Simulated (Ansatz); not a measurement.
Crystal: TiCo.

```
Co Ti
1.0
     2.98611    0.00000    0.00000
     0.00000    2.98611    0.00000
     0.00000    0.00000    2.98611
Co Ti
1 1
Direct
  0.50000 0.50000 0.50000
  0.00000 0.00000 0.00000
```

The cell comes from a database or a generator and needn't be the stable form of this composition.

```yaml
Program: Ansatz 0.2.0
Task: relaxation of cell and atoms
Functional: BLYP
Dispersion: D3(BJ)
Potentials_or_basis: Ansatz PAW
Cutoff: "420 eV (not typed: the program's choice for these potentials)"
k_mesh: 9 × 9 × 9
Occupations: fermi-dirac, width 0.05 eV
Spin: collinear spin, ferromagnetic start
Starting_moments: "[2.0, 1.0] μB"
```

At the start: volume 13.31 Å³/atom.

Question: Where does the relaxation end?

Answer: It ends after 7 steps and the volume is 12.42 Å³/atom (-6.7 %); space group Pm-3m (No. 221, to 0.05 Å); moment 0.63 μB per cell.

Step by step:
| step | energy change (eV) | largest force (eV/Å) | volume (Å³) |
| --- | --- | --- | --- |
| 1 | 0.0000 | 0.0000 | 26.63 |
| 2 | -0.0676 | 0.0000 | 24.93 |
| 3 | -0.0678 | 0.0000 | 24.84 |
| 4 | -0.0678 | 0.0000 | 24.85 |
| 5 | -0.0670 | 0.0000 | 24.85 |
| 6 | -0.0670 | 0.0000 | 24.84 |
| 7 | -0.0670 | 0.0000 | 24.84 |

Final structure:
```
Co Ti
1.0
     2.91786    0.00000    0.00000
     0.00000    2.91786    0.00000
     0.00000    0.00000    2.91786
Co Ti
1 1
Direct
  0.50000 0.50000 0.50000
  0.00000 0.00000 0.00000
```

Caveat: the plane-wave basis is chosen anew once the cell has moved, so the energies of steps on either side of that aren't comparable; the PAW data sets come from PBE, with cores solved anew for the run's functional, which leaves a small shift of forces and pressure.
